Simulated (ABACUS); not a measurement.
A run of ABACUS 3.10.1:

The input INPUT:

```
INPUT_PARAMETERS
suffix              InP
calculation         nscf
basis_type          pw
pseudo_dir          ./
symmetry            -1
dft_functional      MGGA_X_TASK+LDA_C_PW
ecutwfc             82.0
pseudo_rcut         10
nspin               1
nbands              19
ks_solver           dav
smearing_method     fd
smearing_sigma      0.00367493
scf_thr             1e-08
scf_nmax            100
mixing_type         broyden
mixing_beta         0.7
mixing_tau          1
init_chg            file
pw_diag_thr         1e-07
out_band            1
kpar                4
```

File STRU:

```
ATOMIC_SPECIES
In 114.8180 In_ONCV_PBE-1.2.upf
P 30.9738 P_ONCV_PBE-1.2.upf

LATTICE_CONSTANT
1.8897261246

LATTICE_VECTORS
0.0000000000 2.9305000000 2.9305000000
2.9305000000 0.0000000000 2.9305000000
2.9305000000 2.9305000000 0.0000000000

ATOMIC_POSITIONS
Direct

In
0.0
1
0.0000000000 0.0000000000 0.0000000000 1 1 1

P
0.0
1
0.7500000000 0.7500000000 0.7500000000 1 1 1
```

KPT

```
K_POINTS
12
Line
0.00000000 0.00000000 0.00000000 10 // G
0.50000000 0.00000000 0.50000000 10 // X
0.50000000 0.25000000 0.75000000 10 // W
0.37500000 0.37500000 0.75000000 10 // K
0.00000000 0.00000000 0.00000000 10 // G
0.50000000 0.50000000 0.50000000 10 // L
0.62500000 0.25000000 0.62500000 10 // U
0.50000000 0.25000000 0.75000000 10 // W
0.50000000 0.50000000 0.50000000 10 // L
0.37500000 0.37500000 0.75000000 1 // K
0.62500000 0.25000000 0.62500000 10 // U
0.50000000 0.00000000 0.50000000 1 // X
```

Potentials or basis: SG15 ONCV 1.2 PBE, plane waves.

Launch:

```bash
$ OMP_NUM_THREADS=1 mpirun -np 4 abacus > log
```

Hardware: 4 MPI ranks on AMD EPYC 9R14 (Zen 4), on a shared host.

How long does it take, and how much memory?

Run time: 34 s on 4 MPI ranks on AMD EPYC 9R14 (Zen 4) (shared host), peak memory 0.48 GiB a rank. Counts: scf iterations 1, k points 102, bands 19, ranks 4.
